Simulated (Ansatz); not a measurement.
Crystal: AlN.

```
CELL_PARAMETERS angstrom
3.11300 0.00000 0.00000
-1.55650 2.69594 0.00000
0.00000 0.00000 4.98100
ATOMIC_POSITIONS crystal
Al 0.66667 0.33333 0.50000
Al 0.33333 0.66667 0.00000
N 0.66667 0.33333 0.88000
N 0.33333 0.66667 0.38000
```

Below is the output of Ansatz 0.2.0 for this cell. Logs are shortened: lines on timing, memory, paths and dates and some standing lists are left out, and cuts for length are marked.

```text
Warning: RAYON_NUM_THREADS=2 ignored (pool sized by the plan → 2); use --threads N
scf.n_extra_bands = 10 over 8 filled bands (N_el = 16.0): the run solves 18 bands
Engine: ansatz 0.2.0, x86_64-unknown-linux-gnu
Pseudopotentials: kind: paw
Pseudopotential: Al, paw, valence charge 3, recommended cutoff 420 eV (normal), Al.paw.azcp
Pseudopotential: N, paw, valence charge 5, recommended cutoff 420 eV (normal), N.paw.azcp
Functional definition: RPBE
  parameter kappa = 0.804
  parameter beta = 0.06672455060314922
  exchange = rpbe_x(kappa = kappa, mu = beta*pi^2/3)
  correlation = pbe_c(beta = beta)
Crystal: 4 atoms, lattice volume = 41.803 Å³
Basis set: ecut = 420 eV, 809 PW (Γ), exchange–correlation on 48×48×72 points (8 copies of the dense FFT grid, shifted against one another)
Bands: 18, of which v1, the nominal top of the filled ones, is band 8 counted from 1 (7 counted from 0)
Symmetry: 12 space group operations
Space group: P63mc (ITA 186), of the structure as read, at distance tolerance 3.5e-5 Å
k-points: 56 of 600 (time reversal used)
Non-local potential: Al, projectors of the file, l = 0: 2, l = 1: 2, l = 2: 1
Non-local potential: N, projectors of the file, l = 0: 2, l = 1: 2, l = 2: 1
PAW form: soft (Blöchl's): semilocal exchange-correlation on the pseudo side does not see the compensation charge
PAW frozen core: Al, regenerated for the run's functional, and the local potential with it (the file was generated under x = pbe(κ = 0.804, μ = 0.2195149727645171), c = pbe(β = 0.06672455060314922))
PAW frozen core: N, regenerated for the run's functional, and the local potential with it (the file was generated under x = pbe(κ = 0.804, μ = 0.2195149727645171), c = pbe(β = 0.06672455060314922))
PAW one-centre angular grid: Al, 110 points (default); XC on 64 Gauss nodes
PAW one-centre angular grid: N, 110 points (default); XC on 64 Gauss nodes
Initial density: superposition of atomic densities (neutral atoms: chi_scale 0, normalization atom), corrected by the library's trained network
Initial wavefunctions: pseudopotential atomic-orbital guess
Functional: x = rpbe, c = pbe(β = 0.06672455060314922)
SCF iter   1: F=—  HF=-1857.221618 eV  |F-HF|=—  |Δ(HF+E_count)|=         —  Δρ=2.55e-3  dr2=1.80e-3  ethr=1.77e-3  ⟨swp⟩=5.4  Hψ=5594  notcnv=0  defer=6
preconditioner: auto → none  [insulator: Δε(μ)=4.252 eV  Ē_g=16.640 eV  σ=0.050 eV  W_gap=1.00  n_scr=2 (ndim 8)  ℏωp=23.0 eV  f_vac=0.000  D(μ)=0.00/eV (n_scr^D=0)  ε∞_Penn≈2.9]
SCF iter   2: F=—  HF=-1857.221431 eV  |F-HF|=—  |Δ(HF+E_count)|=   1.87e-4  Δρ=1.29e-3  dr2=4.26e-4  ethr=1.12e-5  ⟨swp⟩=1.6  Hψ=1536  notcnv=0  defer=76
SCF iter   3: F=—  HF=-1857.221405 eV  |F-HF|=—  |Δ(HF+E_count)|=   2.60e-5  Δρ=3.33e-5  dr2=2.33e-7  ethr=2.66e-6  ⟨swp⟩=2.2  Hψ=1288  notcnv=0  defer=76
SCF iter   4: F=—  HF=-1857.221104 eV  |F-HF|=—  |Δ(HF+E_count)|=   3.01e-4  Δρ=1.11e-5  dr2=2.11e-8  ethr=6.25e-10  ⟨swp⟩=9.0  Hψ=6707  notcnv=0
iter 5 did not close the SCF: its close was put off for the readings that it lacked (scf_convergence_deferred on its scf_iter line)
SCF iter   5: F=-1857.221104 eV  HF=-1857.221104 eV  |F-HF|=4.30e-10  |Δ(HF+E_count)|=   5.53e-8  Δρ=1.26e-6  dr2=3.50e-10  ethr=1.32e-10  ⟨swp⟩=2.0  Hψ=1248  notcnv=0
SCF iter   6: F=-1857.221104 eV  HF=-1857.221104 eV  |F-HF|=9.09e-12  |Δ(HF+E_count)|=  5.37e-10  Δρ=2.89e-7  dr2=1.61e-11  ethr=2.19e-12  ⟨swp⟩=3.6  Hψ=3520  notcnv=0
SCF 1 converged in 6 iterations: F = -1857.221104 eV  dr2 = 1.61e-11
  greatest PAW one-centre occupation: 0.791 electrons in one spin orbital (limit 2), on the N atom at site 3 (counted from 0), in its partial waves of l = 0
NSCF: frozen V_eff on 129 k-points
SCF converged after 6 iterations
Free energy (F): -1857.221104 eV
Harris-Foulkes:  -1857.221104 eV  (|F-HF|=9.09e-12)
Internal energy: -1857.221104 eV  (E = F + TS)
E sigma→0 (E₀):  -1857.221104 eV
Fermi energy:    9.398843 eV
--- Per-component energies (eV) ---
  E_band       = 32.193842
  E_kinetic    = 319.426720
  E_local      = -447.020649  (includes V_loc(G=0)·N_el)
  E_nonlocal   = 108.720682
  E_hartree    = 156.128797
  E_xc         = -204.484741
  E_vxc        = -216.176428  (∫ρ·V_xc dr)
  E_paw        = -1198.257736  (= ΣΔE_a)
  E_vpaw       = -45.014298  (= ΣTr[D̂ρ^β])
  E_aug_tail   = 0.000198  (compensation charges beyond the density's cutoff)
  E_ewald      = -591.663270
  E_core_change = -0.071104  (= ΣΔE_core)
  E_smearing   = -0.000000  (= −TS)
  E_closure    = 0.000000  (closes the sum)
  Σ components = -1857.221104   (vs F -1857.221104, Δ=0.00e0)
--- Forces (eV/Å), atoms counted from 1 ---
  atom   1  Al     0.00000000     0.00000000    -0.13775458
  atom   2  Al     0.00000000    -0.00000000    -0.13775458
  atom   3  N      0.00000000    -0.00000000     0.13773405
  atom   4  N     -0.00000000     0.00000000     0.13773405
  max |Σ_I F_I| component: 4.11e-5 eV/Å
--- Stress (GPa, compression-positive) ---
        6.885640       0.000000      -0.000000
        0.000000       6.885640       0.000000
       -0.000000       0.000000       8.336412
  P = ⅓ Tr σ = 7.3692 GPa (73.692 kbar)
--- Band table (eV; the first three rows and the last of 56) ---
  k-point 0: bands = ["-7.9510", "-5.8337", "1.3033", "6.4151", "6.4151", "7.0632", "7.0632", "7.2440", "11.4900", "13.9981", "17.9343", "18.5088", "18.5088", "20.5140", "20.5140", "20.5144", "21.7716", "21.7716"]
  k-point 1: bands = ["-7.8456", "-6.0365", "1.6688", "6.4564", "6.4564", "6.6464", "7.0172", "7.0172", "11.9833", "14.0612", "17.7631", "18.4738", "18.4738", "19.7042", "20.1136", "20.1136", "22.2390", "22.2390"]
  k-point 2: bands = ["-7.5402", "-6.5212", "2.6303", "5.3648", "6.5700", "6.5700", "6.8938", "6.8938", "12.9406", "14.1072", "17.4989", "18.5203", "18.5203", "18.5289", "19.3963", "19.3963", "23.4572", "23.4572"]
  k-point 55: bands = ["-5.4838", "-5.4838", "2.3795", "2.3795", "3.6504", "3.6504", "6.4413", "6.4413", "14.4066", "14.4066", "15.5838", "15.5838", "19.1947", "19.1947", "20.9870", "20.9870", "23.4937", "23.4937"]
```

Q: Write the input and the command behind it.

A: Band structure with RPBE, no spin polarisation. The files as run (others can give the same):

input.yaml
```yaml
crystal:
  lattice:
    - [3.113, 0.0, 0.0]
    - [-1.5565, 2.695937082, 0.0]
    - [0.0, 0.0, 4.981]
  atoms:
    - { symbol: Al, position: [0.6666666667, 0.3333333333, 0.5] }
    - { symbol: Al, position: [0.3333333333, 0.6666666667, 0.0] }
    - { symbol: "N", position: [0.6666666667, 0.3333333333, 0.88] }
    - { symbol: "N", position: [0.3333333333, 0.6666666667, 0.38] }
hamiltonian:
  xc: rpbe
  pseudopotentials: { kind: paw }
kpoints:
  mp_grid: { grid: [10, 10, 6] }
  band_path:
    path:
      - [[0.0, 0.0, 0.0], [0.5, 0.0, 0.0], [0.3333333333, 0.3333333333, 0.0], [0.0, 0.0, 0.0], [0.0, 0.0, 0.5], [0.5, 0.0, 0.5], [0.3333333333, 0.3333333333, 0.5], [0.0, 0.0, 0.5]]
      - [[0.5, 0.0, 0.5], [0.5, 0.0, 0.0]]
      - [[0.3333333333, 0.3333333333, 0.0], [0.3333333333, 0.3333333333, 0.5]]
    npoints: 14
scf:
  occupations: { method: fermi_dirac, width: 0.05 }
  n_extra_bands: 10
output:
  forces: true
  stress: true
  eigenvalues: true
  fatbands: true
  write_density: true
  write_potential: true
  elf: true
  volumetric_format: npy
```

Potentials or basis: Ansatz PAW.
Run with:
```sh
$ ansatz run input.yaml --threads 2 --pin off --max-ram 5632MiB --backend cpu --events-out ev --progress --plain --runs-dir out
```

Caveat: the pressure holds a Pulay correction of +0.4 GPa for the finite cutoff; the PAW data sets come from PBE, with cores solved anew for the run's functional, which leaves a small shift of forces and pressure.
